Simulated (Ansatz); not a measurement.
# Ru: two normal modes frozen in

Aim: map the energy of Ru (P6_3/mmc, No. 194; 2 atoms in the cell) over two coordinates, and find its wells, ridges and stiffness.

Program: Ansatz 0.2.0. Level of theory: DFT LDA, scalar-relativistic, plane waves, PAW. These are calculated values, not measurements.

2 further runs of the same task are left out: 2 set aside as unsound or not needed.

## 1. The system as given

The structure is hexagonal, space group P6_3/mmc (No. 194). The conventional cell has a = 2.674 Å, b = 2.674 Å, c = 4.227 Å, α = 90.00°, β = 90.00°, γ = 120.00°. Around Ru (site symmetry -6m2) lie 12 Ru at 2.62 to 2.67 Å.

As a file:

```
CELL_PARAMETERS angstrom
2.67406 0.00000 0.00000
-1.33703 2.31580 0.00000
0.00000 0.00000 4.22676
ATOMIC_POSITIONS crystal
Ru 0.33333 0.66667 0.25000
Ru 0.66667 0.33333 0.75000
```

This cell was relaxed beforehand with the same method: volume 13.09 Å³/atom, gap on the mesh none (metal).

## 4. Plan of the scan

The energy is mapped over two normal modes frozen in (zone-centre modes of the cell shown).

First coordinate, amplitude of mode 4 (203 cm⁻¹), largest displacement: 7 values from −0.140 Å. Second coordinate, amplitude of mode 5 (203 cm⁻¹), largest displacement: 7 values from −0.140 Å.

Nothing else is relaxed (the cell and all other modes fixed). Energies count from the relaxed high-symmetry cell. Points are written as (first, second).

Displacement patterns for an amplitude of 1 (Å):

| atom | x1 | y1 | z1 | x2 | y2 | z2 |
| --- | --- | --- | --- | --- | --- | --- |
| Ru1 | 1.000 | 0.000 | 0.000 | 0.000 | 1.000 | 0.000 |
| Ru2 | -1.000 | 0.000 | 0.000 | 0.000 | -1.000 | 0.000 |

(The set-up runs are not shown.)

## 5. The run at (0.000 Å, −0.140 Å)

Contents of input.yaml:

```yaml
crystal:
  lattice:
    - [2.6740588025, 0.0, 0.0]
    - [-1.3370294013, 2.3158028542, 0.0]
    - [0.0, 0.0, 4.2267610266]
  atoms:
    - { symbol: Ru, position: [0.3031062353, 0.6062124705, 0.25] }
    - { symbol: Ru, position: [0.6968937647, 0.3937875295, 0.75] }
basis:
  ecutwfc: 420
kpoints:
  mp_grid: { grid: [21, 21, 10] }
hamiltonian:
  xc: lda
  pseudopotentials: { kind: paw, azcp: { folder: soft_1 } }
scf:
  occupations: { method: gaussian, width: 0.15 }
output:
  forces: true
  stress: true
  eigenvalues: true
```

Started as:

```
ansatz run input.yaml --threads 1 --pin off --max-ram 2048MiB --backend cpu --events-out ev --progress --plain --runs-dir out
```

Further runs follow: the other points that were computed.

What does the calculation give? Wanted: lowest point; highest computed point; modes; largest force on an atom.

The runs gave:

```
                       quantity                                                                                value
                   lowest point                                                         (0.000 Å, 0.000 Å), 0.000 eV
         highest computed point                                       (−0.140 Å, 0.140 Å), 0.598 eV above the lowest
                          modes                                                                 6 from 0 to 274 cm⁻¹
largest force on an atom (eV/Å)  0.00 at (0.000 Å, 0.000 Å) to 2.73 at (−0.140 Å, 0.140 Å); 0.00 at the lowest point
            time for all points                                                      24 min on 1 thread, shared host
```

The cell is stable against its own zone-centre modes, which says nothing of other wave vectors. The lowest computed point is at (0.000 Å, 0.000 Å), which is the relaxed high-symmetry cell itself. The grid shows no other well, apart from its symmetry copies. The highest computed point, (−0.140 Å, 0.140 Å), lies 0.598 eV above the lowest. Round the minimum the two coordinates are nearly uncoupled. A rigid map gives upper bounds: relaxing the other coordinates can only lower a point.
